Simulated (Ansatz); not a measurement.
Rows from a G0W0 calculation on Sb (honeycomb multilayer) (Ansatz 0.2.0; G0W0 on PBE, plane waves, PAW; PAW set soft_1; 3×3×1 mesh, 267 empty bands, screening to 36 eV, PAW set soft_1 files), in eV. Spin-orbit coupling is left out.

| row | k | band | start | Σx | Σc at the solution | Vxc |
| --- | --- | --- | --- | --- | --- | --- |
| A | Γ | c2 | -2.593 | -8.747 | -3.871 | -13.193 |
| B | (0.000, 0.333, 0.000) | c2 | -3.026 | -7.522 | -3.353 | -11.161 |
| C | Γ | v1 | -4.521 | -15.369 | 1.649 | -13.848 |
| D | (0.000, 0.333, 0.000) | c1 | -3.630 | -7.242 | -3.093 | -10.501 |
| E | (0.000, 0.333, 0.000) | v1 | -5.213 | -13.834 | 1.349 | -12.618 |
| F | Γ | c1 | -3.041 | -8.702 | -3.550 | -12.694 |

**Question.** Give the quasiparticle energies and the shift of each level.

The quasiparticle equation reads E = start + Σx + Σc(E) − Vxc.

| row | E (eV) | shift (eV) |
| --- | --- | --- |
| A | -2.018 | +0.575 |
| B | -2.740 | +0.286 |
| C | -4.392 | +0.129 |
| D | -3.463 | +0.166 |
| E | -5.080 | +0.133 |
| F | -2.599 | +0.442 |

Limits: not at the basis limit; coarse mesh for a sheet; no spin-orbit coupling.

[Runs of the session that timed out or met a known fault of the program may be left out.]

[Cells called generated may have been cut or substituted from an entry of the Crystallography Open Database or the Materials Project.]

[Hosts, paths, dates, database ids (printed as entryN), source tags and the programs' standing remarks are cut or masked in the printed files.]
